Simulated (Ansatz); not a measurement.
The calculation used Ansatz 0.2.0, DFT PBE, scalar-relativistic, plane waves, PAW. Settings: cutoff 420 eV, Γ-centred meshes spaced at most about 0.3 Å⁻¹, and about 0.25 Å⁻¹ or finer for metals (2π included), Gaussian smearing. No spin polarisation.

Temperature and zero-point effects are left out.

Two forms of Cd₂S were relaxed alike.

A.

```
Cd S
1.0
     3.94511    0.00000    0.00000
     0.00000    3.94511    0.00000
     0.00000    0.00000    9.00193
Cd S
4 2
Direct
  0.00000 0.50000 0.63743
  0.50000 0.00000 0.36257
  0.00000 0.00000 0.00000
  0.50000 0.50000 0.00000
  0.00000 0.50000 0.34097
  0.50000 0.00000 0.65903
```

B.

```
Cd S
1.0
     4.10357    0.00000    0.00000
     0.00000    4.10357    0.00000
     0.00000    0.00000    9.12477
Cd S
4 2
Direct
  0.50000 0.50000 0.34691
  0.50000 0.50000 0.65309
  0.00000 0.00000 0.00000
  0.00000 0.00000 0.50000
  0.00000 0.50000 0.16941
  0.50000 0.00000 0.83059
```

Task: Which form is favoured at zero pressure, and by what margin per atom?

Result: B is lower, by 121 meV/atom. A has space group P4/nmm (No. 129), 23.4 Å³/atom and no gap on its mesh; B has space group P-4m2 (No. 115), 25.6 Å³/atom and no gap. Counting S atoms around Cd (those within 1.25 times the shortest such distance or 1.15 times the sum of covalent radii; the shortest distance is added where it is long for a bond; a slash parts the counts of unlike sites), A has Cd 4 from 3.6 Å/5 and B has Cd 2/4/4 from 3.6 Å. The lower one is the more open, so pressure narrows the difference. Both come from invented guesses.

Cells relaxed within their symmetry can be saddle points.

B lies 121 meV/atom below A, and the likely reason is how each form houses its sulfur. In B every S has four Cd neighbours, and one Cd site is tetrahedrally bonded to S, much as in ordinary CdS, where directional, partly covalent sp³ bonding is favoured. A instead packs Cd and S into a denser, rock-salt-like double slab with five-coordinate sites.

In both forms some Cd has no S closer than 3.6 Å, too far for a normal bond. These atoms belong to metal-rich regions: a flat square net in A, and in B a thicker layer that also contains short Cd–Cd pairs. Sulfide formation takes up only half of the Cd 5s electrons, leaving the rest for Cd–Cd bonding, which fits the absence of a gap. Both cells are thus better read as intergrowths of cadmium sulfide and cadmium metal than as uniform Cd(I) salts. The ranking doesn't show that B would survive separation into CdS and Cd, the outcome expected from the known chemistry.
